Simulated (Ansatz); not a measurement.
One crystal and one scan (energy against volume) at two levels, PBE (plane waves to 420 eV, PAW, scalar-relativistic; Ansatz, a quantum-chemistry and plane-wave program) and r2SCAN (plane waves to 500 eV, PAW, scalar-relativistic; Ansatz), each from its own relaxed cell and on its own mesh. The cell shown is that of PBE.

LaAlO3 (cubic perovskite)

```yaml
crystal:
  lattice:
    - [3.81241, 0.00000, 0.00000]
    - [0.00000, 3.81241, 0.00000]
    - [0.00000, 0.00000, 3.81241]
  atoms:
    - { symbol: La, position: [0.00000, 0.00000, 0.00000] }
    - { symbol: Al, position: [0.50000, 0.50000, 0.50000] }
    - { symbol: O, position: [0.00000, 0.50000, 0.50000] }
    - { symbol: O, position: [0.50000, 0.50000, 0.00000] }
    - { symbol: O, position: [0.50000, 0.00000, 0.50000] }
```

This relaxed cell (volume V₀) is scaled evenly in all directions, its shape held. Symmetry pins the atoms to their sites.

The energy includes the smearing's −TS. LaAlO3 is run without spin polarisation. LaAlO3 was relaxed with its symmetry unable to fall. This is a high-temperature form of LaAlO3. Percentages come from the unrounded values. Both scans cover V/V₀ from 0.940 to 1.060.

Results of PBE:

| Property | Result |
|---|---|
| Lattice constant a (Å) | 3.812 |
| Band gap of the relaxed cell, no spin-orbit coupling (eV) | 3.50 |
| Pressure at the smallest volume (GPa) | 13.5 |
| Energy cost of the largest compression (meV/atom) | 26.6 |
| Energy cost of the largest expansion (meV/atom) | 21.5 |
| Bulk modulus B₀ (third-order Birch-Murnaghan fit) (GPa) | 191.8 |
| Pressure for 5 % compression (fit) (GPa) | 11.0 |

### Question
Estimate the r2SCAN values.

### Answer
| quantity | r2SCAN | PBE − r2SCAN |
|---|---|---|
| Lattice constant a (Å) | 3.787 | +0.025 (+0.7 %) |
| Band gap of the relaxed cell, no spin-orbit coupling (eV) | 4.02 | -0.52 (-13 %) |
| Pressure at the smallest volume (GPa) | 15.0 | -1.5 (-9 %) |
| Energy cost of the largest compression (meV/atom) | 28.8 | -2.2 (-8 %) |
| Energy cost of the largest expansion (meV/atom) | 23.4 | -1.9 (-8 %) |
| Bulk modulus B₀ (third-order Birch-Murnaghan fit) (GPa) | 212.0 | -20.2 (-9.6 %) |
| Pressure for 5 % compression (fit) (GPa) | 12.1 | -1.1 (-10 %) |

PBE gives the higher value for: lattice constant a. PBE gives the lower value for: band gap of the relaxed cell, no spin-orbit coupling; pressure at the smallest volume; energy cost of the largest compression; energy cost of the largest expansion; bulk modulus B₀; pressure for 5 % compression. Neither level is exact: the differences show how much the result hangs on the functional.

(A scan under strain: stresses follow from slopes of the energy per volume, elastic moduli from its curvatures.)
